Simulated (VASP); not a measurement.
Input of a VASP 6.6.1 run:

Contents of INCAR:

```
ALGO     = Normal         # electronic algorithm
EDIFF    = 1E-7           # SCF threshold, eV
ENCUT    = 520            # plane-wave cutoff, eV
GGA      = RP             # functional
ISIF     = 2              # what is computed and relaxed
ISMEAR   = -1             # smearing method
LASPH    = T              # aspherical terms in the spheres
LCHARG   = T              # write CHGCAR
LELF     = T              # ELF
LREAL    = F              # projectors in reciprocal space
LVHAR    = T            
LWAVE    = F              # write WAVECAR
NBANDS   = 16             # bands
NELM     = 60             # most SCF steps
PREC     = Accurate       # precision mode
SIGMA    = 0.05           # smearing width, eV
```

File KPOINTS:

```
k-points
0
Gamma
  7 7 7
```

POSCAR

```
CdTe
1.0
    0.0000000000      3.3612437500      3.3612437500
    3.3612437500      0.0000000000      3.3612437500
    3.3612437500      3.3612437500      0.0000000000
Te Cd
1 1
Direct
    0.7500000000      0.7500000000      0.7500000000
    0.0000000000      0.0000000000      0.0000000000
```

Potentials or basis: VASP PAW PBE potentials, release 64 (Te, Cd).

The run is started by

```bash
$ cat potpaw_PBE.64/Te/POTCAR potpaw_PBE.64/Cd/POTCAR > POTCAR
$ mpirun -np 1 vasp_std > vasp.out
```

Question: What does it give for the band gap on the k mesh?

Answer: 0.59 eV, direct.

Question: Estimate the pressure.

Answer: 0.0 GPa.

Caveat: the PAW data sets were made with another functional, which shifts forces and pressure a little; spin-orbit coupling is left out, which moves the levels of the heavy elements.

**The experiment to reproduce.**

A printed reference work, data compilation reports, for a bulk crystal of CdTe at 0 K: band gap 1.607 eV.

Against the measured gap of CdTe, 1.607 eV (0 K; a printed reference work, data compilation), the calculated 0.59 eV is off by -1.01 eV. So large a miss can be the level of theory's own, or it may mean another phase, state or a wrong row. Spin-orbit coupling on Cd, Te is left out. The value is that of RPBE, without temperature or zero-point motion. Semilocal functionals fall short of measured gaps as a rule.
